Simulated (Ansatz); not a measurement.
BN, AlN, GaN: one prototype (NiAs type), with B, Al, Ga on the same site. Each was relaxed with r2SCAN in Ansatz 0.2.0, and the gaps are read on those cells (d direct, i indirect). Simulated, non-magnetic, generated structures, which need not be known phases.

```tsv
compound	a (Å)	c (Å)	gap, PBE (eV)	gap, r2SCAN (eV)	gap, HSE06 (eV)	mean ε∞, r2SCAN	G0W0@PBE gap (eV)
BN	2.491	4.001	1.58 i (Γ–M (0.33) → K)	1.82 i (Γ–M (0.36) → K)	2.60 i (Γ–M (0.36) → K)	7.9	2.23 (159 empty bands, 220 eV, 6×6×4)
AlN	2.833	4.841	4.92 i (Γ → L–M (0.33))	5.69 i (Γ → L–M (0.36))	6.30 i (Γ → L–M (0.36))	4.9	6.57 (249 empty bands, 220 eV, 6×6×4)
```
G0W0 gaps are PBE's gap plus the shift on the mesh. G0W0 values are finite-basis, finite-mesh values.

(1) Fill in the row for GaN.

## Answers

(1)
```
compound  a (Å)  c (Å)            gap, PBE (eV)         gap, r2SCAN (eV)          gap, HSE06 (eV)  mean ε∞, r2SCAN                      G0W0@PBE gap (eV)
     GaN  2.967  5.033  1.33 i (Γ–M (0.30) → K)  1.90 i (Γ–M (0.30) → K)  2.67 i (Γ–M (0.30) → K)              7.8  2.03 (284 empty bands, 220 eV, 6×6×4)
```
Around Ga lie 6 N at 2.13 Å and 2 Ga at 2.52 Å; around N lie 6 Ga at 2.13 Å.

Where an edge lies off the special points, it is a point of the mesh or the k point where a search put PBE's edge or least direct gap, reused for the other functionals, whose own edges may lie a little apart.

The meshes of the hybrids are coarse, so their gaps aren't converged to the digits shown.

With a shallow d shell on the cation, G0W0 converges slowly in bands and cutoff, so these values are in doubt.
